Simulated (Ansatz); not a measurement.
## Calculated electrostatic potentials at the N nuclei for In₃GaN₄

Cell: a computed structure from the Materials Project (it need not be an observed phase), taken as it stands.

```cif
data_In3GaN4
_symmetry_space_group_name_H-M 'P6_3mc'
_symmetry_Int_Tables_number 186
_cell_length_a 6.9715
_cell_length_b 6.9715
_cell_length_c 5.6681
_cell_angle_alpha 90.000
_cell_angle_beta 90.000
_cell_angle_gamma 120.000
loop_
_atom_site_label
_atom_site_type_symbol
_atom_site_symmetry_multiplicity
_atom_site_Wyckoff_symbol
_atom_site_fract_x
_atom_site_fract_y
_atom_site_fract_z
In In 6 c 0.1696 0.8304 0.4991
Ga Ga 2 b 0.6667 0.3333 0.4994
N9 N 6 c 0.1770 0.8230 0.8858
N12 N 2 b 0.6667 0.3333 0.8461
```

One atom of each set is listed.

Computed with Ansatz: DFT, r2SCAN, plane waves and PAW, scalar-relativistic, 500 eV cutoff, Γ-centred 6×6×6 k-points, Fermi–Dirac smearing 0.05 eV.

The potential at a nucleus is that of all electrons and the other nuclei. A higher potential binds the core electrons more strongly, so differences between sites of one element are the initial-state part of core-level shifts.

Problem. Rank the N sites by the potential at the nucleus, lowest first, and give each against the lowest.
A. N9: 1 Ga at 2.00 Å, 3 In at 2.19 Å
B. N12: 1 Ga at 1.97 Å, 3 In at 2.16 Å

Solution. B (0.00 V), A (0.21 V).

At this cell the r2SCAN pressure is -5 GPa, with principal stresses up to 5 GPa in size, so it isn't the equilibrium cell of r2SCAN.
